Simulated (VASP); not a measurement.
**As2Pt (Sperrylite): relaxation of cell and atoms with PBE+D3(BJ)**

The system is As2Pt (Sperrylite).

```
CELL_PARAMETERS angstrom
5.96650 0.00000 0.00000
0.00000 5.96650 0.00000
0.00000 0.00000 5.96650
ATOMIC_POSITIONS crystal
As 0.38300 0.38300 0.38300
As 0.11700 0.61700 0.88300
As 0.88300 0.11700 0.61700
As 0.61700 0.88300 0.11700
As 0.61700 0.61700 0.61700
As 0.88300 0.38300 0.11700
As 0.11700 0.88300 0.38300
As 0.38300 0.11700 0.88300
Pt 0.00000 0.00000 0.00000
Pt 0.50000 0.00000 0.50000
Pt 0.50000 0.50000 0.00000
Pt 0.00000 0.50000 0.50000
```

- Program: VASP 6.6.1
- Task: relaxation of cell and atoms
- Functional: PBE
- Dispersion: D3(BJ)
- Potentials or basis: VASP PAW PBE potentials, release 64 (As, Pt)
- Cutoff: 600 eV
- k mesh: 6 × 6 × 6
- Occupations: gaussian, width 0.03 eV
- Spin: no spin polarisation
- Further INCAR settings: ALGO = Normal; EDIFF = 1e-06; IBRION = 2; EDIFFG = -0.01; NSW = 90; ISIF = 3

```
Relaxed volume                         : 17.92 Å³/atom
Relaxed cell                           : a = 5.992 Å, b = 5.992 Å, c = 5.992 Å, α = 90.00°, β = 90.00°, γ = 90.00°
Space group after relaxing (to 0.05 Å) : Pa-3 (No. 205)
Energy gained by relaxing              : 1.4 meV/atom
Ionic steps                            : 5
Pressure after relaxing                : 0.0 GPa
Band gap on the k mesh                 : 0.25 eV, indirect (least direct gap 0.97 eV)
Dispersion energy per atom             : -0.555 eV
```

Step by step:
```csv
step,energy change (eV),largest force (eV/Å),pressure (GPa),volume (Å³)
1,0.0000,0.0015,2.02,212.40
2,0.0208,0.0419,-2.81,219.34
3,-0.0170,0.0161,0.01,215.14
4,-0.0170,0.0164,-0.04,215.20
5,-0.0170,0.0019,0.05,215.09
```

Final structure:
```
CELL_PARAMETERS angstrom
5.99153 0.00000 0.00000
0.00000 5.99153 0.00000
0.00000 0.00000 5.99153
ATOMIC_POSITIONS crystal
As 0.38306 0.38306 0.38306
As 0.11694 0.61694 0.88306
As 0.88306 0.11694 0.61694
As 0.61694 0.88306 0.11694
As 0.61694 0.61694 0.61694
As 0.88306 0.38306 0.11694
As 0.11694 0.88306 0.38306
As 0.38306 0.11694 0.88306
Pt 0.00000 0.00000 0.00000
Pt 0.50000 0.00000 0.50000
Pt 0.50000 0.50000 0.00000
Pt 0.00000 0.50000 0.50000
```

Levels at points of the mesh, in eV from the valence-band top:
```
           k point  band 37  band 38  band 39  band 40  band 41  band 42  band 43  band 44
(0.00, 0.00, 0.00)    -2.46    -0.96    -0.96    -0.96     0.65     0.65     0.65     1.62
(0.50, 0.00, 0.00)    -1.24    -1.24    -0.84    -0.84     1.48     1.48     1.65     1.65
(0.50, 0.50, 0.00)    -0.58    -0.58    -0.58    -0.58     1.95     1.95     1.95     1.95
(0.50, 0.50, 0.50)    -0.72    -0.72    -0.72    -0.72     0.25     0.25     0.25     0.25
```

It took 2.8 min on 4 MPI ranks on AMD EPYC 9R45 (Zen 5), with other jobs on the host, peak memory 0.48 GiB a rank.

Caveat: spin-orbit coupling is left out, which moves the levels of the heavy elements. A k mesh can miss the band edges.
